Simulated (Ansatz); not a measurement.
Input and command of a calculation in Ansatz (plane waves; scalar-relativistic PAW potentials unless the input names others):

```yaml
crystal:
  lattice:
    - [4.4229903043, 0.0, 0.0]
    - [-2.2114951522, 3.8304219643, 0.0]
    - [0.0, 0.0, 4.3789763661]
  atoms:
    - { symbol: W, position: [0.0, 0.0, 0.5] }
    - { symbol: W, position: [0.3333333333, 0.6666666667, 0.0] }
    - { symbol: W, position: [0.6666666667, 0.3333333333, 0.0] }
    - { symbol: S, position: [0.0, 0.0, 0.0] }
basis:
  ecutwfc: 420
kpoints:
  mp_grid: { grid: [12, 12, 10], kspacing: 0.3 }
hamiltonian:
  xc: pbe
scf:
  occupations: { method: gaussian, width: 0.1 }
  max_iter: 80
output:
  forces: true
  eigenvalues: true
  stress: true
relax:
  adjacent_minimum: "off"
  f_tol: 0.01
  max_steps: 80
  cell: { stress_tol: 0.05 }
```

```bash
ansatz run input.yaml --threads 1 --pin off --max-ram 2560MiB --backend cpu --events-out ev --progress --plain --runs-dir out
```

Task: What is wrong with this input?

Result: The program refuses it, because of a mesh typed together with a spacing (kpoints.mp_grid.kspacing: not typed → 0.3). Without that key it is accepted.

Abridged log:
```
Error: invalid value for `kpoints.mp_grid.kspacing`: mutually exclusive with `grid` — set one or the other
```